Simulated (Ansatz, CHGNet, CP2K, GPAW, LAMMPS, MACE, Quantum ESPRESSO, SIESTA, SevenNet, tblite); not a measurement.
# Liquid Al2O3 at 2500 K (95 atoms) in GPAW

Aim: run liquid Al2O3 at 2500 K (95 atoms) in GPAW and see how near its forces come to a plane-wave reference, and at what cost.

Program: GPAW 26.7.0. Level of theory: the method is named at each step. Results are calculated unless marked as measured.

### Step 1. The starting structure

The cell holds 95 atoms: 38 Al and 57 O. Its edges and angles: a = 10.461 Å, b = 10.461 Å, c = 10.461 Å, α = 90.0°, β = 90.0°, γ = 90.0°. 95 atoms (38 Al, 57 O) placed at random at 2.81 g/cm³, melted at 4500 K for 20 ps at fixed volume with the Morse and Coulomb pair potential with partial charges (Pedone, Malavasi, Menziani, Cormack and Segre, J. Phys. Chem. B 110, 11780 (2006)). Snapshot at the end of a hold of 20 ps at 2500 K and fixed volume.

The yardstick, on the same geometry:

| Quantity | Value |
| --- | --- |
| method | Kohn-Sham DFT, PBE, SSSP efficiency 1.3.0 pseudopotentials, plane waves (Quantum ESPRESSO 7.5); sssp-pbe-1.3.0-efficiency, cutoffs 60/480 Ry, Γ point |
| r.m.s. force component | 2.806 eV/Å |
| longest force | 14.18 eV/Å |
| pressure | 4.765 GPa |
| gap (highest filled to lowest empty level) | 1.41 eV |
| time | 3.1 min on 4 MPI ranks of Arm Neoverse V2, shared host |
| CPU time | 12 min |

### Step 2. PBE, LCAO dzp, h 0.18 Å

Method: Kohn-Sham DFT, PBE, PAW, atomic orbitals (dzp).

The input, run.py:

```python
import numpy as np
from ase.io import read
from gpaw import GPAW, FermiDirac
from ase.parallel import parprint as print

atoms = read("structure.xyz")
atoms.calc = GPAW(
    mode="lcao",
    basis="dzp",
    h=0.18,
    xc="PBE",
    kpts={"size": (1, 1, 1), "gamma": True},
    occupations=FermiDirac(0.05),
    maxiter=200,
    symmetry={"point_group": False},
    txt="gpaw.txt",
)
energy = atoms.get_potential_energy(force_consistent=True)
forces = atoms.get_forces()
print(f"energy {energy:.6f} eV")
print("forces (eV/A)")
for i, (a, f) in enumerate(zip(atoms, forces)):
    print(f"{i:4d} {a.symbol:2s} {f[0]:10.5f} {f[1]:10.5f} {f[2]:10.5f}")
print(f"Fermi level {atoms.calc.get_fermi_level():.4f} eV")
for k in range(len(atoms.calc.get_ibz_k_points())):
    for s in range(atoms.calc.get_number_of_spins()):
        e = atoms.calc.get_eigenvalues(kpt=k, spin=s)
        n = np.searchsorted(e, atoms.calc.get_fermi_level())
        print(f"k {k} spin {s} levels about the Fermi level:", np.round(e[max(n - 6, 0):n], 4).tolist(), "|", np.round(e[n:n + 6], 4).tolist())
```

The input, structure.xyz:

```xyz
95
Lattice="10.46110 0.00000 0.00000 0.00000 10.46110 0.00000 0.00000 0.00000 10.46110" Properties=species:S:1:pos:R:3 pbc="T T T"
Al 3.25257 5.43496 2.27131
Al 7.58513 7.47592 5.43098
Al 2.72282 2.53263 8.35852
Al 9.29762 0.72569 1.99933
Al 9.41928 6.52135 2.99690
Al 7.13886 2.23135 10.46047
Al 7.32580 4.15975 1.82787
Al 9.28130 3.14774 8.85103
Al 7.05266 9.02186 3.00129
Al 6.99053 5.10292 7.68933
Al 8.65666 10.34143 9.27596
Al 1.10616 7.47425 4.76691
Al 0.63488 4.01759 6.35993
Al 7.44119 1.68748 3.04428
Al 5.05679 4.38310 9.92737
Al 1.14214 10.44541 3.64674
Al 10.12729 1.63340 5.71961
Al 2.24830 9.19782 6.75390
Al 1.77546 2.59425 2.59990
Al 5.47639 9.67683 0.91022
Al 2.01512 5.63236 8.89528
Al 3.99760 1.61624 0.46249
Al 2.91896 8.95177 9.52347
Al 4.22932 6.93843 7.70450
Al 3.70292 3.72530 5.82505
Al 1.12771 0.43780 10.39384
Al 0.80990 7.25791 0.33172
Al 6.63840 10.25188 5.57775
Al 8.40539 7.69257 0.29134
Al 6.24716 7.80827 8.90104
Al 0.68070 4.67716 3.96538
Al 9.70591 9.20336 6.46098
Al 6.23774 2.07360 7.63012
Al 9.52598 6.00363 8.06791
Al 7.77385 4.29208 4.72821
Al 5.21496 6.12822 5.17082
Al 3.58481 8.84099 3.72781
Al 4.48478 1.42135 3.59422
O 3.43699 0.03212 4.09144
O 1.97589 2.68631 6.65995
O 4.49670 2.57992 6.94345
O 6.76300 3.67321 7.19410
O 4.14260 10.21464 0.42441
O 3.28845 1.88750 1.93321
O 1.72912 8.62298 3.65071
O 0.83814 2.16900 3.78232
O 6.80296 9.56427 10.10971
O 6.65587 0.78667 6.82074
O 8.47129 4.65707 8.55980
O 6.29151 0.81105 4.03296
O 6.20354 8.69799 5.03744
O 5.15335 2.30050 9.81335
O 8.58867 6.60179 6.67460
O 0.38633 6.36349 3.69904
O 9.74263 10.07090 8.00672
O 1.90120 4.23978 2.67877
[... 35 atom lines left out ...]
O 3.31669 8.42945 5.77746
O 0.46071 4.96180 7.84018
O 2.64321 1.58224 9.91691
O 9.67756 10.33619 0.06842
```

On the command line:

```sh
OMP_NUM_THREADS=1 mpirun -np 2 gpaw python run.py > output.txt
```

Log:

```text
energy -607.976352 eV
forces (eV/A)
   0 Al    1.24885    0.05877    0.14758
   1 Al    0.64150   -0.06653    1.83018
   2 Al    0.87578   -0.05224   -1.87682
   3 Al    5.59414    0.24197   -5.83004
   4 Al   -1.80390   -2.47846   -9.11901
   5 Al   -3.29285   -2.51701    3.79772
   6 Al    3.45194    2.72773   -0.76490
   7 Al    2.04128   -2.11679   -0.15557
   8 Al   -2.78402    0.25288    3.80995
   9 Al    0.01483    8.79171    3.07191
  10 Al   -4.06121   -0.23198   -2.23319
  11 Al    2.31019   -1.62193    1.27154
  12 Al   -1.01496   -1.23476    3.47094
  13 Al   -3.19927    1.76416    0.66137
  14 Al   -2.35104   -3.08699    3.99004
  15 Al    3.82531   -0.85996    7.02707
  16 Al   -4.37598    7.31098    0.98252
  17 Al   -0.28281   -0.77234   -0.21518
  18 Al    4.94291   -2.13703   -4.48229
  19 Al    8.16414   -1.86156    1.44376
  20 Al   -2.62627    0.10983   -0.47271
  21 Al    3.72929   -3.19829   -0.19562
  22 Al    0.02745    1.79225   -1.33692
  23 Al   -0.18385    2.32575    0.98188
[...]
87 O     0.22786   -0.70100   -0.39265
  88 O    -4.13815   -1.78841    0.69083
  89 O    -0.80494    3.16061    0.26910
  90 O    -1.23210   -3.37810   -1.98411
  91 O     3.00234   -2.04058   -2.72708
  92 O     2.73396    0.00660    1.03392
  93 O    -3.96775   -0.38490   -1.98277
  94 O     2.79059    0.67367    5.92357
Fermi level 4.6841 eV
k 0 spin 0 levels about the Fermi level: [3.6269, 3.6777, 3.8345, 3.8932, 3.9346, 4.028] | [5.3294, 6.6173, 6.819, 7.2973, 7.37, 7.5904]
```

gpaw.txt:

```text
Input parameters:
  mode=LCAO(),
  basis={'default': 'dzp'},
  h=0.18,
  kpts=MonkhorstPack(size=(1, 1, 1), gamma=True),
  maxiter=200,
  occupations=Occupations(name='fermi-dirac', width=0.05, fixmagmom=False),
  symmetry=Symmetry(point_group=False),
  xc=XC(name='PBE')
Unit cell  # Å
| periodic |         x |         y |         z |   lengths |    angles |
|----------|-----------|-----------|-----------|-----------|-----------|
|      yes | 10.461100 |  0.000000 |  0.000000 | 10.461100 | 90.000000 |
|      yes |  0.000000 | 10.461100 |  0.000000 | 10.461100 | 90.000000 |
|      yes |  0.000000 |  0.000000 | 10.461100 | 10.461100 | 90.000000 |
Number of symmetries: 1
Symmetry operations  # r_c * U_cc + t_c -> r_c
|   | kind |            matrix            |
|---|------|------------------------------|
| 0 |  E   |  1, 0, 0,  0, 1, 0,  0, 0, 1 |
BZ-sampling:
  Number of BZ points: 1
  Number of IBZ points: 1
  Monkhorst-Pack size: [1, 1, 1]
  Monkhorst-Pack shift: [0, 0, 0]
[... lines left out ...]
        l=1, rc=2.8906 Bohr: 2p-dz split-valence wave
        l=2, rc=5.3906 Bohr: d-type Gaussian polarization
      Number of RI-basis functions 0
Reference energy: -367258.665230  # eV
eigensolver:
density mixing:
  MSR1-Mixer
occupation numbers:
  Fermi-Dirac:
    width: 0.0500  # eV
FastPoissonSolver using
    Stencil: 6*3+1=19 point O(h^6) finite-difference Laplacian
xc functional:
  name: PBE with 2 nearest neighbor stencil
interpolation: tri-quintic # 5. degree polynomial
Initialization done in: 5.249 s
convergence criteria:
- Maximum [total energy] change in last 3 cyles: 0.0005 eV / valence electron
- Maximum integral of absolute [dens]ity change: 0.0001 electrons / valence electron
- Maximum integral of absolute [eigenst]ate change: 4e-08 eV^2 / valence electron
maximum number of iterations: 200
SCF iterations
|iter     |      energy | eigst |  dens |
|---------|-------------|-------|-------|
|iter:   1| -680.947494 |      c|       |
|iter:   2| -661.919229 |      c| -0.71 |
|iter:   3| -608.028259 |      c| -0.76 |
|iter:   4| -607.949734 |      c| -1.36 |
|iter:   5| -608.183847 |      c| -1.63 |
|iter:   6| -607.983164 |      c| -2.10 |
|iter:   7| -607.976964c|      c| -2.79 |
|iter:   8| -607.976420c|      c| -3.06 |
|iter:   9| -607.976365c|      c| -3.50 |
|iter:  10| -607.976349c|      c| -3.96 |
|iter:  11| -607.976348c|      c| -4.35c|
Converged in 11 steps
SCF loop duration: 127.961 s (11.633 s/step)
Energy contributions relative to reference atoms: (reference = -367258.665230)
Energy contributions:
  Kinetic:         813.544493
  Coulomb:        -692.772478
  Zero:              9.285661
  External:          0.000000
  Xc:             -738.034021
  Entropy:          -0.000007
  Spinorbit:         0.000000
  ----------------------------
  Free energy:    -607.976352
  Extrapolated:   -607.976348
dipole moment: (-15.912497, 57.716925, -56.397400)  # |e|*Ang
Fermi level: 4.684
Eigenvalues  # (at kpt = [0.000, 0.000, 0.000])
| band index |      eig [eV] | occ [0-2] |
|------------|---------------|-----------|
|          0 |       -16.749 |     2.000 |
|        ... |               |           |
|        220 |         3.473 |     2.000 |
|        221 |         3.608 |     2.000 |
[...]
|        235 |         7.961 |     0.000 |
|        ... |               |           |
|        277 |        11.387 |     0.000 |
Gap: 1.301 eV
Transition (v -> c):
  (s=0, k=0, n=227, [0.00, 0.00, 0.00]) -> (s=0, k=0, n=228, [0.00, 0.00, 0.00])
No difference between direct/indirect transitions
Force computation time: 27.911  # s
```

Run time: 2.7 min. Hardware: 2 MPI ranks of Arm Neoverse V2, shared host; peak memory 2.3 GiB.

Banners, paths, timers and routine set-up lines are dropped from the logs unmarked, and long logs keep their key lines alone; longer cuts are marked.

Numbers from this run, and their distance from the reference:

```
r.m.s. force component                           : 2.996 eV/Å
r.m.s. difference of force components            : 283.3 meV/Å
longest difference of force vectors              : 996.6 meV/Å
force difference over r.m.s. force               : 10.1 %
slope of forces against the reference's          : 1.065
correlation of force components                  : 0.9974
gap (highest filled to lowest empty level) : 1.301 eV
gap difference                                   : -0.1088 eV
```

Length of the force difference by element (eV/Å):

```
element  atoms  mean  most
     Al     38  0.44  0.86
      O     57  0.47  1.00
```

Levels nearest the highest filled one (eV from it): -0.40, -0.35, -0.19, -0.13, -0.09, 0.00, 1.30, 2.59, 2.79, 3.27, 3.34, 3.56.

The surroundings of Al29, which bears the longest force, nearest first, numbered as they follow in the input and with coordinates relative to it.

```
atom      x      y      z  distance (Å)  bonds     Fx     Fy  Fz (eV/Å)
Al29   0.00   0.00   0.00          0.00      3   3.92   5.27      13.04
 O79  -0.68  -0.40  -1.21          1.44      2  -5.08  -5.43     -12.17
 O60   1.35  -0.29   0.98          1.69      3   2.56  -1.37       2.42
 O81  -1.07   0.26   1.55          1.90      2   0.51  -2.78      -5.04
 O47  -1.60   1.87  -0.64          2.55      3   1.63  -0.25      -1.78
 O59   1.98  -0.62  -1.69          2.67      2   0.94   1.35       3.12
Al30  -2.16   0.12  -1.85          2.85      5  -0.60   3.07       5.80
Al27   2.87  -0.43   0.04          2.90      4  -3.50   2.06      -2.54
 O95   1.27   2.64  -0.22          2.94      3   2.79   0.67       5.92
Al11   0.25   2.65  -1.48          3.04      4  -4.06  -0.23      -2.23
 Al5   1.01  -1.17   2.71          3.12      4  -1.80  -2.48      -9.12
```

Atoms are counted from 1 here, from 0 in the log.

Forces lie 10 % from the reference's, at 0.44 times its CPU time (on 2 against 4 cores).

### Step 3. PBE, LCAO dzp, h 0.18 Å, other mixer settings

Method: Kohn-Sham DFT, PBE, PAW, atomic orbitals (dzp).

run.py: that of step 2 with these lines changed.

```diff
@@ -2,3 +2,3 @@
 from ase.io import read
-from gpaw import GPAW, FermiDirac
+from gpaw import GPAW, FermiDirac, Mixer
 from ase.parallel import parprint as print
@@ -13,2 +13,3 @@
     occupations=FermiDirac(0.05),
+    mixer=Mixer(0.1, 5, 50),
     maxiter=200,
```

structure.xyz is that of step 2.

Log:

```text
energy -607.976352 eV
forces (eV/A)
   0 Al    1.25089    0.05691    0.14708
   1 Al    0.64258   -0.06557    1.83002
   2 Al    0.87587   -0.05112   -1.87725
   3 Al    5.59306    0.24228   -5.83025
   4 Al   -1.80477   -2.47834   -9.11893
   5 Al   -3.29324   -2.51775    3.79875
   6 Al    3.45157    2.72699   -0.76394
   7 Al    2.04284   -2.11712   -0.15578
   8 Al   -2.78441    0.25223    3.80854
   9 Al    0.01436    8.79008    3.07238
  10 Al   -4.06021   -0.23096   -2.23284
  11 Al    2.31084   -1.62113    1.27110
[...]
90 O    -1.23151   -3.37721   -1.98465
  91 O     3.00128   -2.03929   -2.72575
  92 O     2.73367    0.00651    1.03415
  93 O    -3.96699   -0.38409   -1.98282
  94 O     2.78868    0.67382    5.92218
Fermi level 4.6841 eV
k 0 spin 0 levels about the Fermi level: [3.627, 3.6779, 3.8346, 3.8933, 3.9348, 4.0282] | [5.3292, 6.6171, 6.8188, 7.2971, 7.3697, 7.5901]
```

gpaw.txt:

```text
Input parameters:
  mode=LCAO(),
  basis={'default': 'dzp'},
  h=0.18,
  kpts=MonkhorstPack(size=(1, 1, 1), gamma=True),
  maxiter=200,
  mixer=Pulay(name='pulay', nmaxold=5, beta=0.1, weight=50, sigma=0.015, g_ss=None),
  occupations=Occupations(name='fermi-dirac', width=0.05, fixmagmom=False),
[... lines left out ...]
  Fermi-Dirac:
[... lines left out ...]
convergence criteria:
- Maximum [total energy] change in last 3 cyles: 0.0005 eV / valence electron
[... lines left out ...]
Converged in 15 steps
[... lines left out ...]
  Free energy:    -607.976352
[... lines left out ...]
dipole moment: (-15.912971, 57.717228, -56.397060)  # |e|*Ang
Fermi level: 4.684
Eigenvalues  # (at kpt = [0.000, 0.000, 0.000])
| band index |      eig [eV] | occ [0-2] |
|------------|---------------|-----------|
|          0 |       -16.750 |     2.000 |
|        ... |               |           |
|        220 |         3.473 |     2.000 |
|        221 |         3.608 |     2.000 |
[...]
|        235 |         7.961 |     0.000 |
|        ... |               |           |
|        277 |        11.387 |     0.000 |
Gap: 1.301 eV
Transition (v -> c):
  (s=0, k=0, n=227, [0.00, 0.00, 0.00]) -> (s=0, k=0, n=228, [0.00, 0.00, 0.00])
No difference between direct/indirect transitions
Force computation time: 27.629  # s
```

The job ended after 3.5 min (2 MPI ranks; peak memory 2.2 GiB; 7.1 min of CPU time).

Numbers from this run, and their distance from the reference:

* r.m.s. force component: 2.996 eV/Å
* r.m.s. difference of force components: 282.6 meV/Å
* longest difference of force vectors: 992.3 meV/Å
* force difference over r.m.s. force: 10.07 %
* slope of forces against the reference's: 1.065
* correlation of force components: 0.9974
* gap (highest filled to lowest empty level): 1.301 eV
* gap difference: -0.1092 eV
* energy less the same-level run's: 0 meV/atom
* r.m.s. force difference from the same-level run: 1.031 meV/Å

Against the first run (10 %), the force difference from the reference is 10 %, at 1.3 times the CPU time: another solver or mixer reaches the same state.

(Continued in part 2 of 2.)

[Also dropped from logs without a mark: logging warnings of Python, and SIESTA's first energy breakdown and zero terms.]

[Logs are printed without paths, hosts, clocks, repeated set-up lines and the standing remarks that a program may print on its own settings, such as how far it seeks lower states.]

[Hosts, paths, dates, database ids (printed as entryN), source tags and the programs' standing remarks are cut or masked in the printed files.]
